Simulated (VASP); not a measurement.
# GaAs (F-43m) in VASP: a series of runs

One crystal, GaAs, is run at these levels: PBEsol; tasks: single point.

All numbers are computed with VASP 6.6.1; they aren't measurements. Logs are shortened: lines on timing, memory, paths and dates and some standing lists are left out, and cuts for length are marked.

**The experiment to reproduce.**

From “Evidence of valence band perturbations in GaAsN/GaAs(001): A combined variable-angle spectroscopic ellipsometry and modulated photoreflectance investigation”, 2008, arxiv:0805.2212, for a bulk crystal of GaAs at 300 K: band gap 1.412 ± 0.01 eV (direct); band gap 1.418 ± 0.005 eV (direct).

The results are compared with them further down.

## 1. Starting point

Symmetry: F-43m, No. 216, cubic system. The conventional cell has a = 5.663 Å, b = 5.663 Å, c = 5.663 Å, α = 90.00°, β = 90.00°, γ = 90.00°. Ga (site symmetry -43m) is surrounded by 4 As at 2.45 Å. As (site symmetry -43m) is surrounded by 4 Ga at 2.45 Å.

The cell is a database's computed one.

## 2. Single point, PBEsol

File INCAR:

```
SYSTEM = GaAs
ALGO = Normal ; EDIFF = 1E-7
ENCUT = 700 ; GGA = PS
ISIF = 2 ; ISMEAR = 0
LASPH = .TRUE. ; LCHARG = .TRUE.
LELF = .TRUE. ; LREAL = .FALSE.
LVHAR = .TRUE. ; LWAVE = .FALSE.
NELM = 60 ; PREC = Accurate
SIGMA = 0.02
```

File KPOINTS:

```
k-points
0
G
  10 10 10
  0 0 0
```

File POSCAR:

```
GaAs
1.0
    0.0000000000      2.8314000000      2.8314000000
    2.8314000000      0.0000000000      2.8314000000
    2.8314000000      2.8314000000      0.0000000000
Ga As
1 1
Direct
    0.0000000000      0.0000000000      0.0000000000
    0.7500000000      0.7500000000      0.7500000000
```

Potentials or basis: VASP PAW PBE potentials, release 64 (Ga_d, As).

On the command line:

```console
> cat potpaw_PBE.64/Ga_d/POTCAR potpaw_PBE.64/As/POTCAR > POTCAR
> mpirun -np 1 vasp_std > vasp.out
```

OUTCAR:

```text
SYSTEM = GaAs
   EDIFF = 1E-7
   ENCUT = 700
   GGA = PS
   ISIF = 2
   ISMEAR = 0
   LASPH = .TRUE.
   LREAL = .FALSE.
   NELM = 60
   PREC = Accurate

 ion  position               nearest neighbor table
   1  0.000  0.000  0.000-   2 2.45   2 2.45   2 2.45   2 2.45
   2  0.750  0.750  0.750-   1 2.45   1 2.45   1 2.45   1 2.45

  LATTYP: Found a face centered cubic cell.
 ALAT       =     5.6628000000

  Lattice vectors:

 A1 = (   0.0000000000,   2.8314000000,   2.8314000000)
 A2 = (   2.8314000000,   0.0000000000,   2.8314000000)
 A3 = (   2.8314000000,   2.8314000000,   0.0000000000)

Analysis of symmetry for initial positions (statically):
=====================================================================
 Subroutine PRICEL returns:
 Original cell was already a primitive cell.

 Routine SETGRP: Setting up the symmetry group for a
 face centered cubic supercell.

 Subroutine GETGRP returns: Found 24 space group operations
 (whereof 24 operations were pure point group operations)
 out of a pool of 48 trial point group operations.

The static configuration has the point symmetry T_d .

Analysis of symmetry for dynamics (positions and initial velocities):
=====================================================================
 Subroutine PRICEL returns:
 Original cell was already a primitive cell.

 Routine SETGRP: Setting up the symmetry group for a
 face centered cubic supercell.

 Subroutine GETGRP returns: Found 24 space group operations
 (whereof 24 operations were pure point group operations)
 out of a pool of 48 trial point group operations.

The dynamic configuration has the point symmetry T_d .

 Subroutine INISYM returns: Found 24 space group operations
 (whereof 24 operations are pure point group operations),
 and found     1 'primitive' translations

----------------------------------------------------------------------------------------

                                     Primitive cell

  volume of cell :      45.3977

  direct lattice vectors                    reciprocal lattice vectors
     0.000000000  2.831400000  2.831400000    -0.176591086  0.176591086  0.176591086
     2.831400000  0.000000000  2.831400000     0.176591086 -0.176591086  0.176591086
     2.831400000  2.831400000  0.000000000     0.176591086  0.176591086 -0.176591086

  length of vectors
     4.004204281  4.004204281  4.004204281     0.305864733  0.305864733  0.305864733

  position of ions in fractional coordinates (direct lattice)
     0.000000000  0.000000000  0.000000000
     0.750000000  0.750000000  0.750000000

  ion indices of the primitive-cell ions
   primitive index   ion index
[... 87 lines left out ...]
   EMIN   =  10.00;   EMAX   =-10.00  energy-range for DOS
   EFERMI =   0.00;   METHOD = LEGACY
   ISMEAR =     0;   SIGMA  =   0.02  broadening in eV -4-tet -1-fermi 0-gaus
   EFERMI_NEDOS =   21; number of points for ismear=-14 and -15
   IALGO  =     38    algorithm
   IMIX   =      4    mixing-type and parameters
     AMIX     =   0.40;   BMIX     =  1.00
     AMIX_MAG =   1.60;   BMIX_MAG =  1.00
  volume/ion in A,a.u.               =      22.70       153.18
  Fermi-wavevector in a.u.,A,eV,Ry     =   1.202692  2.272758 19.680394  1.446468
  Thomas-Fermi vector in A             =   2.338466
   LORBIT       =      0    0 simple, 1 ext, 2 COOP (PROOUT), +10 PAW based schemes
   GGA     = PS    functional components
   LHFCALC =     F    Hartree Fock is set to
   AEXX    =    0.0000 exact exchange contribution
   IVDW    =     0    specifies the selected vdW correction
   LEPSILON=     F    determine dielectric tensor
   LRPA    =     F    only Hartree local field effects (RPA)
 non-spin polarized calculation
 Gauss-broadening in eV      SIGMA  =   0.02
  energy-cutoff  :      700.00
  volume of cell :       45.40
 maximum number of plane-waves:      1925
   NGX = 17   NGY = 17   NGZ = 17

 number of electron      17.9999998 magnetization

 Free energy of the ion-electron system (eV)
  ---------------------------------------------------
  ext. energy  EPLUGINS =         0.00000000
  ---------------------------------------------------
  free energy    TOTEN  =        -9.09161080 eV

  energy without entropy =       -9.09161080  energy(sigma->0) =       -9.09161080

 E-fermi :   3.8423     XC(G=0):  -9.7515

 val. band max:        3.7586196482   @ k =   0.0000   0.0000   0.0000
 cond. band min:       4.1785921636   @ k =   0.0000   0.0000   0.0000
 fundamental gap:      0.4199725154
 Fermi energy:         3.8423154747

 k-point     1 :       0.0000    0.0000    0.0000
  band No.  band energies     occupation
      1     -11.0074      2.00000
      2     -11.0074      2.00000
      3     -11.0074      2.00000
      4     -10.9285      2.00000
      5     -10.9285      2.00000
      6      -8.9590      2.00000
      7       3.7586      2.00000
      8       3.7586      2.00000
      9       3.7586      2.00000
     10       4.1786      0.00000
     11       7.4482      0.00000
     12       7.4482      0.00000
     13       7.4482      0.00000
[... 354 lines left out ...]
  band No.  band energies     occupation
      1     -11.0992      2.00000
      2     -10.9715      2.00000
      3     -10.9700      2.00000
      4     -10.9463      2.00000
      5     -10.9190      2.00000
      6      -7.2263      2.00000
      7      -1.9198      2.00000
      8       1.1626      2.00000
      9       1.5069      2.00000
     10       5.5206      0.00000
     11       6.5345      0.00000
     12      10.9736      0.00000
     13      11.6322      0.00000

 [... further k-points ...]

------------------------ aborting loop because EDIFF is reached ----------------------------------------

  FORCE on cell =-STRESS in cart. coord.  units (eV):
  Direction    XX          YY          ZZ          XY          YZ          ZX
  --------------------------------------------------------------------------------------
  -------------------------------------------------------------------------------------
  Total       -0.0010288     -0.0010288     -0.0010288      0.0000000      0.0000000      0.0000000
  in kB       -0.0363087     -0.0363087     -0.0363087      0.0000000      0.0000000      0.0000000
  external PRESSURE =      -0.0363087 kB  Pullay stress =       0.0000000 kB

 VOLUME and BASIS-vectors are now :
 -----------------------------------------------------------------------------
  energy-cutoff  :      700.00
  volume of cell :       45.40
      direct lattice vectors                 reciprocal lattice vectors
     0.000000000  2.831400000  2.831400000    -0.176591086  0.176591086  0.176591086
     2.831400000  0.000000000  2.831400000     0.176591086 -0.176591086  0.176591086
     2.831400000  2.831400000  0.000000000     0.176591086  0.176591086 -0.176591086

 POSITION                                       TOTAL-FORCE (eV/Angst)
 -----------------------------------------------------------------------------------
      0.00000      0.00000      0.00000         0.000000      0.000000     -0.000000
      4.24710      4.24710      4.24710        -0.000000     -0.000000      0.000000
 -----------------------------------------------------------------------------------
    total drift:                               -0.000000     -0.000000     -0.000000

  FREE ENERGIE OF THE ION-ELECTRON SYSTEM (eV)
  ---------------------------------------------------
  free  energy   TOTEN  =        -9.0916108005 eV

  energy  without entropy=       -9.0916108005  energy(sigma->0) =       -9.09161080
```

OSZICAR:

```text
N       E                     dE             d eps       ncg     rms          rms(c)
DAV:   1     0.919501888267E+02    0.91950E+02   -0.10800E+04  1238   0.228E+03
DAV:   2    -0.146059396561E+01   -0.93411E+02   -0.90073E+02  1312   0.392E+02
DAV:   3    -0.914373107975E+01   -0.76831E+01   -0.76115E+01  1532   0.851E+01
DAV:   4    -0.928730248927E+01   -0.14357E+00   -0.14343E+00  1413   0.124E+01
DAV:   5    -0.928963088616E+01   -0.23284E-02   -0.23283E-02  1503   0.141E+00    0.292E+00
DAV:   6    -0.912460678878E+01    0.16502E+00   -0.27562E-01  1941   0.113E+01    0.173E+00
DAV:   7    -0.909317708891E+01    0.31430E-01   -0.68183E-02  1815   0.246E+00    0.534E-01
DAV:   8    -0.909139799438E+01    0.17791E-02   -0.95625E-03  1462   0.137E+00    0.987E-02
DAV:   9    -0.909156319428E+01   -0.16520E-03   -0.78406E-04  1504   0.395E-01    0.447E-02
DAV:  10    -0.909159000873E+01   -0.26814E-04   -0.54246E-05  1714   0.821E-02    0.242E-02
DAV:  11    -0.909161075033E+01   -0.20742E-04   -0.26376E-05  1332   0.575E-02    0.218E-03
DAV:  12    -0.909161080052E+01   -0.50189E-07   -0.82801E-07  1472   0.153E-02
   1 F= -.90916108E+01 E0= -.90916108E+01  d E =-.839409E-12
```

Run time: 23 s. Hardware: 1 thread of Intel Xeon Platinum 8488C (Sapphire Rapids), shared host; peak memory 0.23 GiB.

What came out:

```yaml
Free_energy: -9.0916 eV
Pressure: 0.0 GPa
Band_gap_on_the_k_mesh: 0.42 eV, direct
```

Caveat: the PAW data sets were made with another functional, which shifts forces and pressure a little.

## 3. Single point, PBEsol

INCAR, as its differences from that of step 2:

```diff
@@ -2,3 +2,3 @@
 ALGO = Normal ; EDIFF = 1E-7
-ENCUT = 700 ; GGA = PS
+ENCUT = 520 ; GGA = PS
 ISIF = 2 ; ISMEAR = 0
```

File KPOINTS:

```
k-points
0
G
  16 16 16
  0 0 0
```

POSCAR is that of step 2.

Potentials or basis: VASP PAW PBE potentials, release 64 (Ga_d, As).

On the command line:

```console
> cat potpaw_PBE.64/Ga_d/POTCAR potpaw_PBE.64/As/POTCAR > POTCAR
> mpirun -np 1 vasp_std > vasp.out
```

Wall time 44 s (1 thread of Intel Xeon Platinum 8488C (Sapphire Rapids), shared host); peak memory 0.24 GiB.

Results (log left out):

| Quantity | Value |
| --- | --- |
| Free energy | -9.0930 eV |
| Pressure | 0.0 GPa |
| Band gap on the k mesh | 0.42 eV, direct |

Levels at points of the mesh, in eV from the valence-band top:
```csv
k point,band 6,band 7,band 8,band 9,band 10,band 11,band 12,band 13
"(0.00, 0.00, 0.00)",-12.72,0.00,0.00,0.00,0.42,3.69,3.69,3.69
"(0.50, 0.00, 0.00)",-10.95,-6.65,-1.14,-1.14,0.92,4.58,4.58,7.58
"(0.50, 0.50, 0.00)",-10.22,-6.83,-2.68,-2.68,1.36,1.58,10.09,10.09
```

Caveat: the PAW data sets were made with another functional, which shifts forces and pressure a little.

## 4. Comparison with measurements

Step 2. Measured gap of GaAs: 1.412 eV (direct; 300 K; “Evidence of valence band perturbations in GaAsN/GaAs(001): A combined variable-angle spectroscopic ellipsometry and modulated photoreflectance investigation”, 2008, arxiv:0805.2212). This calculation gives 0.42 eV (-0.99 eV). 3 values of this kind are on record (1.412 to 1.51 eV); this one was drawn at random among those near their median, those with a stated uncertainty first. Spin-orbit coupling on As, Ga is left out. The value is that of PBEsol on a finite k mesh, which can miss the band edges, without temperature or zero-point motion. Semilocal functionals fall short of measured gaps as a rule. The cell is a database's relaxed one, not the measured one, which moves gaps too.

Step 3. A measured gap of GaAs is 1.418 eV (direct; 300 K; “Evidence of valence band perturbations in GaAsN/GaAs(001): A combined variable-angle spectroscopic ellipsometry and modulated photoreflectance investigation”, 2008, arxiv:0805.2212); the calculated 0.42 eV misses it by -1.00 eV. 3 values of this kind are on record (1.412 to 1.51 eV); this one was drawn at random among those near their median, those with a stated uncertainty first. Spin-orbit coupling on As, Ga is left out. The value is that of PBEsol on a finite k mesh, which can miss the band edges, without temperature or zero-point motion. Semilocal functionals fall short of measured gaps as a rule. The cell is a database's relaxed one, not the measured one, which moves gaps too.
